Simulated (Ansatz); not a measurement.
Input of an Ansatz 0.2.0 run:

input.yaml

```yaml
crystal:
  lattice:
    - [1.488052925, -2.59468961, 0.0]
    - [1.488052925, 2.59468961, 0.0]
    - [0.0, 0.0, 4.72759579]
  atoms:
    - { symbol: Ge, position: [0.33344663, 0.66655337, 0.25] }
    - { symbol: Ge, position: [0.66655337, 0.33344663, 0.75] }
hamiltonian:
  xc: pbesol
  pseudopotentials: { kind: paw }
kpoints:
  mp_grid: { grid: [7, 7, 5] }
scf:
  occupations: { method: fermi_dirac, width: 0.05 }
phonons:
  method: dfpt
```

Potentials or basis: Ansatz PAW.

Launch:

```console
$ ansatz run input.yaml --threads 2 --pin off --max-ram 5632MiB --backend cpu --events-out ev --progress --plain --runs-dir out
```

Question: What does it give for the highest phonon frequency at Γ?

Answer: 152 cm⁻¹.

Question: Estimate the band gap on the k mesh.

Answer: None (metal or under the smearing width).

Phonon frequencies in cm⁻¹ (negative: imaginary):
| q point | frequencies |
| --- | --- |
| (0.000, 0.000, 0.000) | 0 0 0 49 52 152 |
